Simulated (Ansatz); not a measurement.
Run this with the Ansatz DFT code, driven from Python and show what comes out.

The script, `convert.py`:
```python
"""Chain to YAML and back, for HgTe."""

from pathlib import Path

import ansatz as az
from pymatgen.core import Lattice, Structure
from pymatgen.io.ase import AseAtomsAdaptor

pmg_structure = Structure(
    Lattice([(-3.045603, 3.045603, 1.55941), (3.045603, -3.045603, 1.55941), (3.045603, 3.045603, -1.55941)]),
    ["Hg", "Te"],
    [
        (0.25, 0.75, 0.5),
        (0.0, 0.0, 0.0),
    ],
)
hgte = az.Crystal.from_ase(AseAtomsAdaptor.get_atoms(pmg_structure))

calculation = (
    hgte.calculation()
    .mixing("anderson", ndim=4, beta=0.6)
    .occupations(az.OccupationsMethod.COLD, width=0.15)
    .scf(tolerance=1e-07, max_iterations=100, algorithm="direct_min")
    .basis(260)
    .kpoints(mesh=(6, 6, 6))
    .functional(az.Functional.LDA)
    .phonons("fd", supercell=2, temperatures=(0, 800, 100))
)
Path("written.yaml").write_text(calculation.to_yaml())
back = az.Calculation.from_yaml("written.yaml")
print(back.to_python())
print("same input:", back.to_yaml() == calculation.to_yaml())
```

```console
$ python convert.py
(
    az.Lattice.of(((-3.045603, 3.045603, 1.55941), (3.045603, -3.045603, 1.55941), (3.045603, 3.045603, -1.55941)))
    .atom("Hg", (0.25, 0.75, 0.5))
    .atom("Te", (0.0, 0.0, 0.0))
    .calculation()
    .basis(cutoff=260.0)
    .kpoints(6, 6, 6)
    .functional("lda")
    .scf(max_iterations=100, algorithm="direct_min", tolerance=1e-07)
    .mixing(algorithm="anderson", beta=0.6, ndim=4)
    .occupations(method="cold", width=0.15)
    .phonons(method="fd", supercell=(2, 2, 2), temperatures=(0.0, 800.0, 100.0))
)

same input: True
```

`written.yaml`, as written:
```yaml
crystal:
  lattice:
    - [-3.045603, 3.045603, 1.55941]
    - [3.045603, -3.045603, 1.55941]
    - [3.045603, 3.045603, -1.55941]
  atoms:
    - { symbol: Hg, position: [0.25, 0.75, 0.5] }
    - { symbol: Te, position: [0.0, 0.0, 0.0] }
basis:
  ecutwfc: 260.0
kpoints:
  mp_grid:
    grid: [6, 6, 6]
hamiltonian:
  xc: lda
scf:
  max_iter: 100
  algorithm: direct_min
  convergence:
    dr2_threshold: 1.0e-07
  mixing:
    algorithm: anderson
    beta: 0.6
    ndim: 4
  occupations:
    method: cold
    width: 0.15
phonons:
  method: fd
  supercell: [2, 2, 2]
  temperatures:
    t_min: 0.0
    t_max: 800.0
    t_step: 100.0
```

The input is only written out: it wasn't run, and its settings aren't tested. The structure comes from a database and needn't be a stable phase.
